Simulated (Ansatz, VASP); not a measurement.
# InAs: VASP beside Ansatz

Wanted: the spread between two codes on one cell, functional and k mesh. The cell is taken from a series of runs on this material, whose earlier steps may have relaxed, scaled, displaced or heated it; both programs get it as it stands.

Program: Ansatz 0.2.0. Level of theory: plane waves, with VASP 6.6.1 beside it; zone-centre phonons at LDA. Results are calculated unless marked as measured.

## Step 1: The structure

Symmetry: R3m, No. 160, trigonal system. The conventional cell has a = 4.346 Å, b = 4.346 Å, c = 10.308 Å, α = 90.00°, β = 90.00°, γ = 120.00°. Nearest to As lie 4 In at 2.61 to 2.64 Å. Nearest to In lie 4 As at 2.61 to 2.64 Å. Farther neighbours are not listed.

## Step 2: VASP: zone-centre phonons, LDA

Second derivatives magnify differences that forces hide, and they need a tight electronic threshold.

Lines of VASP's logs that name or quote its potential files are left out, and so is its time.

The input, INCAR:

```
SYSTEM = InAs
PREC = Accurate
ENCUT = 500
EDIFF = 1E-08
NELM = 120
ISMEAR = 1
SIGMA = 0.2
LREAL = .FALSE.
ALGO = Normal
GGA = PW92
NBANDS = 15
LORBIT = 11
LWAVE = .FALSE.
LCHARG = .FALSE.
ISIF = 2
IBRION = 8
LASPH = .TRUE.
GGA_COMPAT = .FALSE.
EFERMI = MIDGAP
KPAR = 2
```

The input, POSCAR:

```
InAs
1.0
   -0.0650190799      3.0081508012      3.0081508012
    3.0081508012     -0.0650190799      3.0081508012
    3.0081508012      3.0081508012     -0.0650190799
As In
1 1
Direct
    0.7481888220      0.7481888220      0.7481888220
    0.0018111780      0.0018111780      0.0018111780
```

The input, KPOINTS:

```
Automatic mesh
0
Gamma
12 12 12
0 0 0
```

The projector-augmented-wave data sets are As and In_d (LDA family, release 64).

Command:

```sh
$ mpirun -np 2 vasp_std
```

Numbers of over 12 decimals in the logs are rounded to 6 here.

Log:

```text
[banner, memory and clock lines left out]
running    2 mpi-ranks, on    1 nodes
 distrk:  each k-point on    1 cores,    2 groups
 distr:  one band on    1 cores,    1 groups

 POSCAR found type information on POSCAR AsIn
 POSCAR found :  2 types and       2 ions
|                                                                             |
|               ----> ADVICE to this user running VASP <----                  |
|                                                                             |
|     You enforced a specific xc type in the INCAR file but a different       |
|     [... a line on the potential file left out ...]
|     I HOPE YOU KNOW WHAT YOU ARE DOING!                                     |
|                                                                             |

 LDA part: xc-table for (Slater(with rela. corr.)+PW92), standard interpolation
 POSCAR, INCAR and KPOINTS ok, starting setup
 FFT: planning ... GRIDC
 FFT: planning ... GRID_SOFT
 FFT: planning ... GRID
 WAVECAR not read
 entering main loop
       N       E                     dE             d eps       ncg     rms          rms(c)
DAV:   1     0.111718327540E+03    0.11172E+03   -0.81920E+03  5698   0.125E+03
DAV:   2    -0.136126038980E+01   -0.11308E+03   -0.10872E+03  6125   0.300E+02
DAV:   3    -0.910332025173E+01   -0.77421E+01   -0.76960E+01  7189   0.801E+01
DAV:   4    -0.930691725686E+01   -0.20360E+00   -0.20353E+00  6882   0.145E+01
DAV:   5    -0.931632249834E+01   -0.94052E-02   -0.94051E-02  8645   0.266E+00    0.453E+00
DAV:   6    -0.904852861328E+01    0.26779E+00   -0.38177E-01  8928   0.108E+01    0.250E+00
DAV:   7    -0.901183531409E+01    0.36693E-01   -0.10633E-01  7946   0.295E+00    0.681E-01
DAV:   8    -0.900845506789E+01    0.33802E-02   -0.11055E-02  7496   0.127E+00    0.207E-01
DAV:   9    -0.900834935054E+01    0.10572E-03   -0.73231E-04  7330   0.254E-01    0.129E-01
DAV:  10    -0.900837278709E+01   -0.23437E-04   -0.10423E-04  8879   0.166E-01    0.668E-02
DAV:  11    -0.900837731772E+01   -0.45306E-05   -0.31095E-05  8714   0.106E-01    0.475E-02
DAV:  12    -0.900837489932E+01    0.24184E-05   -0.46749E-06  8474   0.280E-02    0.633E-03
DAV:  13    -0.900837494388E+01   -0.44557E-07   -0.66567E-07  7231   0.471E-03    0.148E-03
DAV:  14    -0.900837494402E+01   -0.13711E-09   -0.28800E-08  7179   0.225E-03
   1 F= -.90083749E+01 E0= -.90085246E+01  d E =0.449050E-03
 Linear response reoptimize wavefunctions to high precision
DAV:   1    -0.900837494424E+01   -0.22465E-09   -0.22050E-09  5752   0.640E-04
DAV:   2    -0.900837494430E+01   -0.54342E-10   -0.57770E-10  4200   0.194E-04
 Linear response DOF=           2
 Linear response progress:
  Degree of freedom:   1/  2
       N       E                     dE             d eps       ncg     rms          rms(c)
RMM:   1    -0.475033528599E-01   -0.47503E-01    0.65009E-02 29789   0.153E+00
RMM:   2    -0.453221198484E-01    0.21812E-02    0.15774E-03 22427   0.562E-01    0.107E-01
RMM:   3    -0.459880384683E-01   -0.66592E-03   -0.19161E-03 26326   0.240E-01    0.456E-02
RMM:   4    -0.461448592440E-01   -0.15682E-03   -0.14651E-04 26841   0.815E-02    0.106E-02
RMM:   5    -0.461739544294E-01   -0.29095E-04   -0.15513E-05 27650   0.306E-02    0.471E-03
RMM:   6    -0.461586777107E-01    0.15277E-04   -0.14818E-06 26988   0.809E-03    0.166E-03
RMM:   7    -0.461564885138E-01    0.21892E-05   -0.25377E-07 29451   0.261E-03    0.108E-03
RMM:   8    -0.461568918744E-01   -0.40336E-06   -0.60371E-08 27852   0.110E-03    0.640E-04
RMM:   9    -0.461575387548E-01   -0.64688E-06   -0.20001E-08 27580   0.385E-04    0.897E-05
RMM:  10    -0.461576420485E-01   -0.10329E-06    0.59715E-08 29614   0.155E-04    0.652E-05
RMM:  11    -0.461576347093E-01    0.73392E-08   -0.69666E-08 30459   0.626E-05    0.145E-05
 first order change of Fermi-energy  -0.11187E+01
 force on displaced ion       1 direction 1 :  -7.196  -0.150  -0.150
 Linear response progress:
  Degree of freedom:   2/  2
       N       E                     dE             d eps       ncg     rms          rms(c)
RMM:   1    -0.235599550697E+00   -0.23560E+00   -0.95974E-02 19283   0.489E+00
RMM:   2    -0.238067000872E+00   -0.24675E-02   -0.13061E-02 24262   0.103E+00    0.782E-02
RMM:   3    -0.238011468534E+00    0.55532E-04   -0.15330E-03 26445   0.319E-01    0.375E-02
RMM:   4    -0.237812689143E+00    0.19878E-03   -0.12147E-04 26964   0.106E-01    0.201E-02
RMM:   5    -0.237764726446E+00    0.47963E-04   -0.25360E-05 28237   0.392E-02    0.802E-03
RMM:   6    -0.237761142313E+00    0.35841E-05    0.36571E-06 27957   0.130E-02    0.191E-03
RMM:   7    -0.237771125800E+00   -0.99835E-05    0.43740E-06 28863   0.392E-03    0.744E-04
RMM:   8    -0.237771163371E+00   -0.37571E-07    0.21659E-06 28421   0.168E-03    0.482E-04
RMM:   9    -0.237770993732E+00    0.16964E-06    0.18338E-06 28671   0.727E-04    0.956E-05
RMM:  10    -0.237770745490E+00    0.24824E-06    0.68685E-07 28967   0.319E-04    0.448E-05
RMM:  11    -0.237770601298E+00    0.14419E-06    0.63397E-07 30402   0.158E-04    0.203E-05
RMM:  12    -0.237770540500E+00    0.60797E-07    0.32042E-07 29799   0.886E-05    0.203E-05
RMM:  13    -0.237770634471E+00   -0.93971E-07    0.17165E-07 27933   0.574E-05    0.133E-05
RMM:  14    -0.237770644689E+00   -0.10218E-07    0.73652E-08 31918   0.387E-05    0.218E-05
RMM:  15    -0.237770637279E+00    0.74104E-08    0.49388E-08 29104   0.296E-05    0.735E-06
 first order change of Fermi-energy   0.11194E+01
 force on displaced ion       2 direction 1 :  -7.191  -0.148  -0.148
 Linear response finished
```

OUTCAR, selected parts (step 2):

```text
ion  position               nearest neighbor table
   1  0.748  0.748  0.748-   2 2.61   2 2.64   2 2.64   2 2.64
   2  0.002  0.002  0.002-   1 2.61   1 2.64   1 2.64   1 2.64

  LATTYP: Found a trigonal (rhomboedric) cell.
 ALAT       =     4.2546644951
 COS(alpha) =     0.4782739784

 Subroutine GETGRP returns: Found  6 space group operations
 (whereof  6 operations were pure point group operations)

The static configuration has the point symmetry C_3v.

 Found    189 irreducible k-points:

   k-points           NKPTS =    189   k-points in BZ     NKDIM =    189   number of bands    NBANDS=     15

   dimension x,y,z NGX =    32 NGY =   32 NGZ =   32
   dimension x,y,z NGXF=    64 NGYF=   64 NGZF=   64

   ENCUT  =  500.0 eV  36.75 Ry    6.06 a.u.   7.76  7.76  7.76*2*pi/ulx,y,z

   NELECT =      18.0000    total number of electrons

 k-points in reciprocal lattice and weights: Automatic mesh
   0.00000000  0.00000000  0.00000000       0.001
   0.08333333  0.00000000  0.00000000       0.003
   0.16666667  0.00000000  0.00000000       0.003
   0.25000000  0.00000000 -0.00000000       0.003
   0.33333333  0.00000000  0.00000000       0.003
   0.41666667  0.00000000  0.00000000       0.003
   0.50000000  0.00000000 -0.00000000       0.002
   0.08333333  0.08333333  0.00000000       0.003
   0.16666667  0.08333333  0.00000000       0.007
[...]
-0.41666667  0.50000000  0.41666667       0.003
   0.50000000  0.50000000  0.50000000       0.001

 average (electrostatic) potential at core
       1 -53.2777       2 -96.2678

  Total       -0.4980336     -0.4980336     -0.4980336      0.2715536      0.2715536      0.2715536
  in kB      -14.1966383    -14.1966383    -14.1966383      7.7407383      7.7407383      7.7407383
  external PRESSURE =     -14.1966383 kB  Pullay stress =       0.0000000 kB

  energy-cutoff  :      500.00
  volume of cell :       56.21
      direct lattice vectors                 reciprocal lattice vectors
    -0.065019080  3.008150801  3.008150801    -0.160920941  0.164475974  0.164475974
     3.008150801 -0.065019080  3.008150801     0.164475974 -0.160920941  0.164475974
     3.008150801  3.008150801 -0.065019080     0.164475974  0.164475974 -0.160920941

 POSITION                                       TOTAL-FORCE (eV/Angst)
 -----------------------------------------------------------------------------------
      4.45268      4.45268      4.45268        -0.001173     -0.001173     -0.001173
      0.01078      0.01078      0.01078         0.001173      0.001173      0.001173
 -----------------------------------------------------------------------------------
    total drift:                                0.000005      0.000005      0.000005

 Eigenvectors and eigenvalues of the dynamical matrix
 ----------------------------------------------------

   1 f  =    6.354994 THz    39.929608 2PiTHz  211.979798 cm-1    26.282134 meV
             X         Y         Z           dx          dy          dz
      4.452683  4.452683  4.452683    -0.449226   -0.449226   -0.449226
      0.010779  0.010779  0.010779     0.362669    0.362669    0.362669

   2 f  =    6.162508 THz    38.720183 2PiTHz  205.559156 cm-1    25.486076 meV
             X         Y         Z           dx          dy          dz
      4.452683  4.452683  4.452683    -0.608715    0.147113    0.461603
      0.010779  0.010779  0.010779     0.491592   -0.118807   -0.372785

   3 f  =    6.162508 THz    38.720183 2PiTHz  205.559156 cm-1    25.486076 meV
             X         Y         Z           dx          dy          dz
      4.452683  4.452683  4.452683     0.181571   -0.617948    0.436378
      0.010779  0.010779  0.010779    -0.146635    0.499048   -0.352414

   4 f/i=    0.000731 THz     0.004591 2PiTHz    0.024373 cm-1     0.003022 meV
             X         Y         Z           dx          dy          dz
      4.452683  4.452683  4.452683     0.289753    0.221737   -0.511490
      0.010779  0.010779  0.010779     0.358788    0.274567   -0.633354

   5 f/i=    0.000731 THz     0.004591 2PiTHz    0.024373 cm-1     0.003022 meV
             X         Y         Z           dx          dy          dz
      4.452683  4.452683  4.452683    -0.423329    0.462598   -0.039269
      0.010779  0.010779  0.010779    -0.524189    0.572814   -0.048625

   6 f/i=    0.001792 THz     0.011258 2PiTHz    0.059768 cm-1     0.007410 meV
             X         Y         Z           dx          dy          dz
      4.452683  4.452683  4.452683     0.362669    0.362669    0.362669
      0.010779  0.010779  0.010779     0.449226    0.449226    0.449226

 ELASTIC MODULI CONTR FROM IONIC RELAXATION (kBar)
 Direction    XX          YY          ZZ          XY          YZ          ZX
 --------------------------------------------------------------------------------
 XX          -2.1856     -2.0913     -2.0913    -10.7249    -14.8074    -11.0671
 YY          -2.0913     -2.1856     -2.0913    -11.0671    -10.7249    -14.8074
 ZZ          -2.0913     -2.0913     -2.1856    -14.8074    -11.0671    -10.7249
 XY         -10.7249    -11.0671    -14.8074   -178.9868    -15.6783    -15.6783
 YZ         -14.8074    -10.7249    -11.0671    -15.6783   -178.9868    -15.6783
 ZX         -11.0671    -14.8074    -10.7249    -15.6783    -15.6783   -178.9868
 --------------------------------------------------------------------------------
```

The gap is under twice the smearing width, so the edge states are partly filled and the run can't tell a small gap from a semimetal. Methfessel-Paxton smearing is not meant for a cell with a gap.

(Continued in part 2 of 2.)

[Lines on the potential files, build, host, timing and source positions are cut from VASP's logs without a mark.]

[Logs are printed without paths, hosts, clocks, repeated set-up lines and the standing remarks that a program may print on its own settings, such as how far it seeks lower states.]

[Hosts, paths, dates, database ids (printed as entryN), source tags and the programs' standing remarks are cut or masked in the printed files.]
